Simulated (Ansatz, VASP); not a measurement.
LiH in VASP and in Ansatz

```
Li H
1.0
     0.00000    2.03675    2.03675
     2.03675    0.00000    2.03675
     2.03675    2.03675    0.00000
Li H
1 1
Direct
  0.00000 0.00000 0.00000
  0.50000 0.50000 0.50000
```

Alike in both runs: task single point; functional PBE; k mesh 11 × 11 × 11; occupations fermi-dirac, width 0.05 eV; no spin polarisation.

|  | VASP | Ansatz |
| --- | --- | --- |
| version | VASP 6.6.1 | Ansatz 0.2.0 |
| potentials or method | VASP PAW PBE potentials, release 64 (Li_sv, H) | Ansatz PAW |
| plane-wave cutoff (eV) | 520 | 420 |
| valence electrons in the cell | 4 | 4 |

```tsv
	VASP	Ansatz	Ansatz less VASP
gap on the k mesh at the Fermi level (eV)	3.20	3.21	+0.006
least direct gap on the mesh (eV)	3.20	3.21	+0.006
```

Caveats: an odd mesh through Γ misses points on the zone boundary, where band edges often lie (VASP); odd divisions of the mesh miss points on the zone boundary, where band edges often lie, so the gap on the mesh can be too wide (Ansatz).
